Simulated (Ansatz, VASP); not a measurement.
Ge: VASP beside Ansatz

```
Ge
1.0
     5.00185    0.00000    0.00000
    -2.50093    4.33173    0.00000
     0.00000    0.00000    2.87003
Ge
3
Direct
  0.00000 0.00000 0.00000
  0.33333 0.66667 0.50000
  0.66667 0.33333 0.50000
```

Alike in both runs: task single point; functional BLYP; k mesh 8 × 8 × 12; occupations fermi-dirac, width 0.1 eV; no spin polarisation.

```csv
,VASP,Ansatz
version,VASP 6.6.1,Ansatz 0.2.0
potentials or method,"VASP PAW PBE potentials, release 64 (Ge_d)","plane waves (420 eV) with PAW, scalar-relativistic"
plane-wave cutoff (eV),520,420
valence electrons in the cell,42,42
```

```csv
,VASP,Ansatz,Ansatz less VASP
pressure (GPa),2.1,2.0,-0.04
largest component of the traceless stress (GPa),0.47,0.46,-0.010
```

Caveats: the PAW data sets were made with another functional, which shifts forces and pressure a little (VASP).
